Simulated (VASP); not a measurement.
# Al in VASP: settings compared, part 2 of 2

VASP 6.6.1.

## Step 4: Work function, PBE

Contents of INCAR:

```
ALGO = Normal
DIPOL = 0.5 0.5 0.500
EDIFF = 1E-6
ENCUT = 520
GGA = PE
IDIPOL = 3
ISIF = 2
ISMEAR = 1
KPAR = 2
LASPH = True
LCHARG = True
LDIPOL = True
LREAL = False
LVACPOTAV = True
LVHAR = True
LWAVE = False
NELM = 80
PREC = Accurate
SIGMA = 0.1
```

Contents of KPOINTS:

```
k-points
0
Gamma
  17 17 1
```

Contents of POSCAR:

```
Al                                      
1.0
    2.9124880100      0.0000000000      0.0000000000
    0.0000000000      2.9124880100      0.0000000000
    0.0000000000      0.0000000000     26.0333183600
  Al            
     4
Direct
     1.0000000000000000    0.0000000000000000    0.3806946882691983
     0.5000000000000000    0.5000000000000000    0.4609662754894892
     0.0000000000000000    0.0000000000000000    0.5390375945105113
     0.5000000000000000    0.5000000000000000    0.6193053117308015
```

Potentials or basis: VASP PAW PBE potentials, release 64 (Al).

Launch:

```sh
> cat potpaw_PBE.64/Al/POTCAR > POTCAR
> mpirun -np 2 vasp_std > vasp.out
```

OUTCAR:

```text
EDIFF = 1E-6
   ENCUT = 520
   GGA = PE
   ISIF = 2
   ISMEAR = 1
   LASPH = True
   LREAL = False
   NELM = 80
   PREC = Accurate

 ion  position               nearest neighbor table
   1  0.000  0.000  0.381-   2 2.93   2 2.93   2 2.93   2 2.93
   2  0.500  0.500  0.461-   3 2.89   3 2.89   3 2.89   3 2.89   1 2.93   1 2.93   1 2.93   1 2.93

   3  0.000  0.000  0.539-   2 2.89   2 2.89   2 2.89   2 2.89   4 2.93   4 2.93   4 2.93   4 2.93

   4  0.500  0.500  0.619-   3 2.93   3 2.93   3 2.93   3 2.93

  LATTYP: Found a simple tetragonal cell.
 ALAT       =     2.9124880100
 C/A-ratio  =     8.9385152044

  Lattice vectors:

 A1 = (   2.9124880100,   0.0000000000,   0.0000000000)
 A2 = (   0.0000000000,   2.9124880100,   0.0000000000)
 A3 = (   0.0000000000,   0.0000000000,  26.0333183600)

Analysis of symmetry for initial positions (statically):
=====================================================================
 Subroutine PRICEL returns:
 Original cell was already a primitive cell.

 Routine SETGRP: Setting up the symmetry group for a
[... 183 lines left out ...]
 Fermi energy:        -0.5968576635

 k-point     1 :       0.0000    0.0000    0.0000
  band No.  band energies     occupation
      1     -10.8071      2.00000
      2      -9.4359      2.00000
      3      -7.4515      2.00000
      4      -4.7127      2.00000
      5      -2.4062      2.00000
      6       0.9288     -0.00000
      7       2.8920      0.00000
      8       3.7065      0.00000
      9       3.9080      0.00000
     10       5.0437      0.00000
[... 287 lines left out ...]
 k-point    24 :       0.4706    0.1176    0.0000
  band No.  band energies     occupation
      1      -6.7672      2.00000
      2      -5.7814      2.00000
      3      -5.4180      2.00000
      4      -4.4464      2.00000
      5      -3.4827      2.00000
      6      -2.5356      2.00000
      7      -0.7526      2.05006
      8       0.1161     -0.00000
      9       1.5817      0.00000
     10       2.4316      0.00000

 [... further k-points ...]
[... 5 lines left out ...]
  --------------------------------------------------------------------------------------
  -------------------------------------------------------------------------------------
  Total       -3.0867963     -3.0867963     -1.0028357      0.0000000      0.0000000     -0.0000000
  in kB      -22.3954985    -22.3954985     -7.2758299      0.0000000      0.0000000     -0.0000000
  external PRESSURE =     -17.3556090 kB  Pullay stress =       0.0000000 kB

 VOLUME and BASIS-vectors are now :
 -----------------------------------------------------------------------------
  energy-cutoff  :      520.00
  volume of cell :      220.83
      direct lattice vectors                 reciprocal lattice vectors
     2.912488010  0.000000000  0.000000000     0.343349053  0.000000000  0.000000000
     0.000000000  2.912488010  0.000000000     0.000000000  0.343349053  0.000000000
     0.000000000  0.000000000 26.033318360     0.000000000  0.000000000  0.038412314

 POSITION                                       TOTAL-FORCE (eV/Angst)
 -----------------------------------------------------------------------------------
      0.00000      0.00000      9.91075         0.000000      0.000000      0.184854
      1.45624      1.45624     12.00048        -0.000000      0.000000     -0.072428
      0.00000      0.00000     14.03294        -0.000000     -0.000000      0.072428
      1.45624      1.45624     16.12257        -0.000000     -0.000000     -0.184854
 -----------------------------------------------------------------------------------
    total drift:                               -0.000000      0.000000     -0.007532

  FREE ENERGIE OF THE ION-ELECTRON SYSTEM (eV)
  ---------------------------------------------------
  free  energy   TOTEN  =       -13.9090123011 eV

  energy  without entropy=      -13.9068129463  energy(sigma->0) =      -13.90827918

 vacuum level on the upper side and lower side of the slab         3.749         3.756
```

stdout:

```text
POSCAR found type information on POSCAR Al
 POSCAR found :  1 types and       4 ions
 scaLAPACK will be used
 LDA part: xc-table for (Slater+PW92), standard interpolation
 POSCAR, INCAR and KPOINTS ok, starting setup
 FFT: planning ... GRIDC
 FFT: planning ... GRID_SOFT
 FFT: planning ... GRID
 WAVECAR not read
 entering main loop
 -----------------------------------------------------------------------------
|                                                                             |
|           W    W    AA    RRRRR   N    N  II  N    N   GGGG   !!!           |
|           W    W   A  A   R    R  NN   N  II  NN   N  G    G  !!!           |
|           W    W  A    A  R    R  N N  N  II  N N  N  G       !!!           |
|           W WW W  AAAAAA  RRRRR   N  N N  II  N  N N  G  GGG   !            |
|           WW  WW  A    A  R   R   N   NN  II  N   NN  G    G                |
|           W    W  A    A  R    R  N    N  II  N    N   GGGG   !!!           |
|                                                                             |
|     Did not find any points to average over, which means that no vacuum     |
|     field-free region was found. Please increase the size of  your cell     |
|     in the dimension of the dipole correction to obtain accurate            |
|     workfunction values.                                                    |
|                                                                             |
 -----------------------------------------------------------------------------
```

Run time: 70 s. Hardware: 2 MPI ranks of Intel Xeon Platinum 8259CL at 2.50GHz (Skylake/Cascade Lake), shared host; peak memory 0.35 GiB.

What came out:

| Property | Result |
| --- | --- |
| Free energy | -13.9090 eV |
| Largest force | 0.185 eV/Å |
| Band gap on the k mesh | none (metal or under the smearing width) |
| Work function of the upper face | 4.35 eV |
| Work function of the lower face | 4.35 eV |

Forces in eV/Å, atoms in the order of the input:
```
Al   0.000  0.000  0.185
Al   0.000  0.000 -0.072
Al   0.000  0.000  0.072
Al   0.000  0.000 -0.185
```

## Step 5: The runs side by side

| level | k mesh | gap on the mesh (eV) | largest force (eV/Å) | work function (eV) |
| --- | --- | --- | --- | --- |
| PBE | 11 × 11 × 1 | none | 0.01 | 4.31 |
| PBE+D3(BJ) | 11 × 11 × 1 | none | 0.09 | 4.31 |
| PBE | 17 × 17 × 1 | none | 0.18 | 4.35 |

Alike in all rows: task work function; potentials or basis VASP PAW PBE potentials, release 64 (Al); no spin polarisation; cell as given; cutoff (eV) 520; smearing methfessel-paxton 0.1 eV.

Every run on the cell as given and a fine mesh finds a metal.

Total energies depend on the potentials used, so only differences within one code and one set of settings carry meaning.
